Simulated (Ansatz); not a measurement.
# SiNi3 under changes of volume

One of the cells (11.109 Å³/atom); the others are scaled copies at fixed shape and fractional positions:

```
Ni Si
1.0
     3.54200    0.00000    0.00000
     0.00000    3.54200    0.00000
     0.00000    0.00000    3.54200
Ni Si
3 1
Cartesian
  1.7710 1.7710 0.0000
  1.7710 0.0000 1.7710
  0.0000 1.7710 1.7710
  0.0000 0.0000 0.0000
```

| Quantity | Value |
| --- | --- |
| Program | Ansatz 0.2.0 |
| Functional | PBE |
| Potentials or basis | all-electron LAPW, scalar-relativistic |
| Cutoff | 306 eV (chosen from the basis error) |
| Basis error allowed | 0.001 eV/atom |
| k mesh | 8 × 8 × 8 |
| Occupations | fermi-dirac, width 0.05 eV |
| Spin | collinear spin, ferromagnetic start |
| Starting moments | [1.0, 1.0, 1.0, 0.0] μB |

```csv
volume (Å³/atom),energy over the lowest point (meV/atom),pressure (GPa)
10.443,6.48,7.2
10.665,0.00,2.3
10.887,0.00,-2.1
11.109,5.76,-6.0
11.331,?,?
11.554,32.02,-12.6
11.776,51.43,-15.3
```

Problem. What does the run at 11.331 Å³/atom give?

Solution. Energy over the lowest point 16.62 meV/atom; pressure -9.5 GPa.

Worked out: A Birch-Murnaghan fit of order 3 (a polynomial in V^(-2/3)) to the other rows has its minimum at 10.78 Å³/atom with B0 = V·E''(V) = 213 GPa and B' = 4.8. It gives 16.59 meV/atom at 11.331 Å³/atom, against the run's 16.62, and -dE/dV = -9.5 GPa, against -9.5.

Energies are extrapolated to zero smearing.

Caveats: the starting moments weren't kept.
